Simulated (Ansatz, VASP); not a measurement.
KTaO3: VASP beside Ansatz

The input INCAR:

```
SYSTEM = KTaO3
ALGO = Normal ; EDIFF = 1E-7
EDIFFG = -0.01 ; ENCUT = 600
GGA = PE ; IBRION = 2
ISIF = 3 ; ISMEAR = 0
IVDW = 13 ; LASPH = .TRUE.
LCHARG = .FALSE. ; LREAL = .FALSE.
LWAVE = .FALSE. ; NELM = 80
NSW = 80 ; PREC = Accurate
SIGMA = 0.01
```

The input KPOINTS:

```
k-points
0
G
  4 4 4
  0 0 0
```

Contents of POSCAR:

```
KTaO3
1.0
    3.9883000000      0.0000000000      0.0000000000
    0.0000000000      3.9883000000      0.0000000000
    0.0000000000      0.0000000000      3.9883000000
K Ta O
1 1 3
Direct
    0.5000000000      0.5000000000      0.5000000000
    0.0000000000      0.0000000000      0.0000000000
    0.5000000000      0.0000000000      0.0000000000
    0.0000000000      0.5000000000      0.0000000000
    0.0000000000      0.0000000000      0.5000000000
```

Input for Ansatz:

```yaml
crystal:
  lattice:
    - [3.9883, 0.0, 0.0]
    - [0.0, 3.9883, 0.0]
    - [0.0, 0.0, 3.9883]
  atoms:
    - { symbol: K, position: [0.5, 0.5, 0.5] }
    - { symbol: Ta, position: [0.0, 0.0, 0.0] }
    - { symbol: O, position: [0.5, 0.0, 0.0] }
    - { symbol: O, position: [0.0, 0.5, 0.0] }
    - { symbol: O, position: [0.0, 0.0, 0.5] }
kpoints:
  mp_grid:
    grid: [4, 4, 4]
hamiltonian:
  xc: pbe
  dispersion: d4
scf:
  occupations:
    method: fixed
relax:
  cell: {}
```

Alike in both runs: task relaxation of cell and atoms; functional PBE; dispersion D4; k mesh 4 × 4 × 4; no spin polarisation.

|  | VASP | Ansatz |
| --- | --- | --- |
| version | VASP 6.6.1 | Ansatz 0.2.0 |
| potentials or method | VASP PAW PBE potentials, release 64 (K_sv, Ta_pv, O) | plane waves, PAW |
| plane-wave cutoff (eV) | 600 | 420 |
| occupations | gaussian, width 0.01 eV | fixed |
| valence electrons in the cell | 38 | 40 |

```tsv
	VASP	Ansatz	Ansatz less VASP
relaxed volume (Å³/atom)	12.93	12.90	-0.032
relaxed cell length with the largest relative difference (Å)	4.014	4.011	-0.0033
energy change over the relaxation (meV/atom)	-3	-2	+0.7
```

The two sets of potentials don't hold the same shells in valence.

Caveats: spin-orbit coupling is left out, which moves the levels of the heavy elements. A k mesh can miss the band edges. As with any semilocal functional, this PBE gap is likely too small.
